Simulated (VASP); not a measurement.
Runs of VASP 6.6.1 on Fe. All rows change the cell; the cell of one of them follows. Symmetry: I4/mmm, No. 139, tetragonal system. Conventional cell: a = 2.832 Å, b = 2.832 Å, c = 2.964 Å, α = 90.00°, β = 90.00°, γ = 90.00°. Fe (site symmetry 4/mmm) has 12 Fe at 2.49 to 2.83 Å as nearest neighbours.

```tsv
cell	gap on the mesh (eV)	pressure (GPa)	moment (μB)
normal strain along x +0.0000, normal strain along z +0.0467	none	(a)	2.21
normal strain along x -0.0367, normal strain along z +0.0467	none	-1.4	2.18
normal strain along x +0.0367, normal strain along z -0.0233	none	-3.0	(c)
normal strain along x -0.1100, normal strain along z +0.0233	none	22.4	(b)
```

Alike in all rows: task single point; level PBE; potentials or basis VASP PAW PBE potentials, release 64 (Fe); spin collinear, typed start; k mesh 10 × 10 × 10; cutoff (eV) 520; smearing gaussian 0.15 eV.

Task: Estimate the missing entries.

Result: (a) -8.5; (b) 1.96; (c) 2.17.

Caveats: so large a pressure means that the cell lies far from this level's equilibrium, or that cutoff or potentials fall short (some runs).

A gap of «none» marks a metal or a gap under the smearing width.
